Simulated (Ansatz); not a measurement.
Input of an Ansatz 0.2.0 run:

input.yaml

```yaml
crystal:
  lattice:
    - [3.9883, 0.0, 0.0]
    - [0.0, 3.9883, 0.0]
    - [0.0, 0.0, 3.9883]
  atoms:
    - { symbol: Ta, position: [0.0, 0.0, 0.0] }
    - { symbol: K, position: [0.5, 0.5, 0.5] }
    - { symbol: O, position: [0.0, 0.0, 0.5] }
    - { symbol: O, position: [0.0, 0.5, 0.0] }
    - { symbol: O, position: [0.5, 0.0, 0.0] }
hamiltonian:
  xc:
    exchange: pbe
    correlation: pbe
    exx: { coeff: inverse_dielectric }
  pseudopotentials: { kind: paw }
kpoints:
  mp_grid: { grid: [4, 4, 4] }
scf:
  occupations: { method: fermi_dirac, width: 0.05 }
output:
  forces: true
  stress: true
  eigenvalues: true
```

Potentials or basis: Ansatz PAW.

Run with:

```bash
$ ansatz run input.yaml --threads 2 --pin off --max-ram 5632MiB --backend cpu --events-out ev --progress --plain --runs-dir out
```

**Question.** Predict the pressure.

**Answer.** 1.1 GPa.

**Question.** What does it give for the band gap on the k mesh?

**Answer.** 3.77 eV, indirect (least direct gap 4.40 eV).

**Question.** What does it give for the share of exact exchange?

**Answer.** 0.187.

Caveat: the pressure holds a Pulay correction of +0.4 GPa for the finite cutoff; spin-orbit coupling is left out, which moves the levels of the heavy elements; the PAW data sets come from PBE, with cores solved anew for the run's functional, which leaves a small shift of forces and pressure; the thresholds are loose for stress. A k mesh can miss the band edges.
